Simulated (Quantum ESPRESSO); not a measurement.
## TiC under changes of volume

One of the cells (10.158 Å³/atom); the others are scaled copies at fixed shape and fractional positions:

```
Ti C
1.0
     0.00000    2.16572    2.16572
     2.16572    0.00000    2.16572
     2.16572    2.16572    0.00000
Ti C
1 1
Direct
  0.00000 0.00000 0.00000
  0.50000 0.50000 0.50000
```

The cell is a database's computed one.

| Item | Value |
| --- | --- |
| Program | Quantum ESPRESSO 7.5 |
| Functional | PBE |
| Dispersion | D2 |
| Potentials or basis | PseudoDojo 0.4.1 SR PBE standard |
| Cutoff | 1143 eV |
| Density cutoff | 4572 eV |
| k mesh | 11 × 11 × 11 |
| Occupations | fermi-dirac, width 0.05 eV |
| Spin | no spin polarisation |

```csv
volume (Å³/atom),energy over the lowest point (meV/atom),pressure (GPa)
9.548,?,?
9.752,10.71,9.9
9.955,1.80,4.1
10.158,0.00,-1.3
10.361,4.69,-6.2
10.564,15.32,-10.6
10.767,31.37,-14.7
```

What does the run at 9.548 Å³/atom give?

Energy over the lowest point 27.41 meV/atom; pressure 16.4 GPa.

Worked out: A Birch-Murnaghan fit of order 3 (a polynomial in V^(-2/3)) to the other rows has its minimum at 10.11 Å³/atom with B0 = V·E''(V) = 261 GPa and B' = 3.5. It gives 27.51 meV/atom at 9.548 Å³/atom, against the run's 27.41, and -dE/dV = 16.5 GPa, against 16.4.

Energies are extrapolated to zero smearing.

Caveats: pairwise dispersion overbinds metals, which lowers pressure and volume.
